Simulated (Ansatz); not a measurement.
Level of theory: DFT PBE, scalar-relativistic, plane waves, PAW in Ansatz 0.2.0. All cells share a 420 eV cutoff and Γ-centred k meshes spaced at most about 0.3 Å⁻¹ (about 0.25 or finer for metals, 2π included). Collinear spin in cells that started with moments and kept them past the coarse steps, no spin elsewhere.

All energies are static (0 K, no zero-point motion). All come from trial cells, and lower structures may exist.

**Question.** These unrelaxed guesses for FePt are each relaxed within their symmetry. Order them by the energy at which they end, lowest first.
A.

```
Fe Pt
1.0
     2.70577    0.00000    0.00000
    -1.35289    2.34327    0.00000
     0.00000    0.00000    4.32649
Fe Pt
1 1
Direct
  0.33333 0.66667 0.00000
  0.66667 0.33333 0.50000
```

B.

```
Fe Pt
1.0
     1.50795   -2.13256    0.00000
     1.50795    2.13256    0.00000
     0.00000    0.00000    4.26512
Fe Pt
1 1
Direct
  0.00000 0.00000 0.00000
  0.50000 0.50000 0.50000
```

**Answer.** B (ends in P4/mmm, CuAu (L1_0) type, 0 meV/atom), A (ends in P-6m2, 121 meV/atom).

Spin–orbit coupling, which can matter for Pt, is left out. The magnetic state reached may not be the lowest. With atoms moved at random, P4/mmm came back. Other cells relaxed within their symmetry can be saddle points. The part of the Crystallography Open Database at hand lists FePt in space group No. 123; sharing a group (P4/mmm) doesn't make a cell the listed structure. Some types were kept out of the candidates beforehand, so the set may lack a known form.
